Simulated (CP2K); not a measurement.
Runs of CP2K 2026.2 on Bi2Se3 (Paraguanajuatite). The structure is trigonal, space group R-3m (No. 166). Conventional cell: a = 4.143 Å, b = 4.143 Å, c = 28.636 Å, α = 90.00°, β = 90.00°, γ = 120.00°. Bi (site symmetry 3m) has 6 Se at 2.85 to 3.07 Å as nearest neighbours. Se (site symmetry 3m) has 3 Bi at 2.85 Å as nearest neighbours. Around Se (site symmetry -3m) lie 6 Bi at 3.07 Å. 

| level | potentials or basis | smearing | EPS_DEFAULT | NGRIDS | points a segment of the path (NPOINTS) | bands added on the path | CUTOFF of the grids | gap on the mesh (eV) | pressure (GPa) | largest force (eV/Å) |
| --- | --- | --- | --- | --- | --- | --- | --- | --- | --- | --- |
| PBEsol | POTENTIAL_UZH Bi GTH-PBE-q5, Se GTH-PBE-q6; TZVP-MOLOPT-PBE-GTH basis | fermi-dirac 0.05 eV | 1.0E-10 | 5 | 6 | 2 | 450 Ry | 0.11 | 1.7 | 0.40 |
| TB-mBJ | POTENTIAL_UZH Bi GTH-PBE-q5, Se GTH-PBE-q6; TZVP-MOLOPT-PBE-GTH basis | fermi-dirac 0.0259 eV | 1.0E-9 | 5 | 10 | 6 | 675 Ry | 0.49 | - | - |
| LDA | GTH_POTENTIALS Bi GTH-PADE-q5, Se GTH-PADE-q6; TZVP-MOLOPT-PBE-GTH basis | fermi-dirac 0.05 eV | 1.0E-10 | 4 | 10 | 6 | 450 Ry | 0.09 | -1.5 | 0.17 |
| r2SCAN | POTENTIAL_UZH Bi GTH-SCAN-q5, Se GTH-SCAN-q6; TZVP-MOLOPT-SCAN-GTH basis | fermi-dirac 0.05 eV | 1.0E-10 | 4 | 6 | 6 | 675 Ry | 0.41 | 0.0 | 0.17 |
| PBE | POTENTIAL_UZH Bi GTH-PBE-q5, Se GTH-PBE-q6; TZVP-MOLOPT-PBE-GTH basis | fermi-dirac 0.1 eV | 1.0E-9 | 5 | 10 | 4 | 450 Ry | 0.20 | (a) | (b) |

Alike in all rows: task band structure; no spin polarisation; cell as given; k mesh 8 × 8 × 8.

Question: Estimate the missing entries.

Answer: (a) 3.1; (b) 0.29.

Caveats: spin-orbit coupling is left out, which as a rule narrows the gap of such compounds by several tenths of an eV; the basis of atomic orbitals isn't converged, which shifts pressures, moduli and gaps; the potentials were made for another functional, which shifts forces and pressure (some runs); this is a model potential without an energy functional, so only levels have meaning (some runs).

A k mesh can miss the band edges, and the runs leave out spin-orbit coupling on Bi, Se.
